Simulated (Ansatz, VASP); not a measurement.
**V: VASP beside Ansatz**

```
V
1.0
     2.93723    0.00000    0.00000
     0.00000    2.93723    0.00000
     0.00000    0.00000    2.93723
V
2
Direct
  0.00000 0.00000 0.00000
  0.50000 0.50000 0.50000
```

Change from the starting cell: equal strain along all axes, cell held, atoms relaxed: -2.0 %.

Alike in both runs: task single point; functional PBE; k mesh 18 × 18 × 18; occupations gaussian, width 0.1 eV; no spin polarisation.

```csv
,VASP,Ansatz
version,VASP 6.6.1,Ansatz 0.2.0
potentials or method,"VASP PAW PBE potentials, release 64 (V_sv)","scalar-relativistic, plane waves, PAW"
plane-wave cutoff (eV),520,420
valence electrons in the cell,26,26
```

VASP gave:

| Quantity | Value |
| --- | --- |
| gap on the k mesh at the Fermi level (eV) | none |
| pressure (GPa) | 12.7 |

Task: What did Ansatz give for the same quantities?

Result: gap on the k mesh at the Fermi level (eV): none; pressure (GPa): 12.4.

A gap of «none» marks a metal or a gap that the smearing closes.
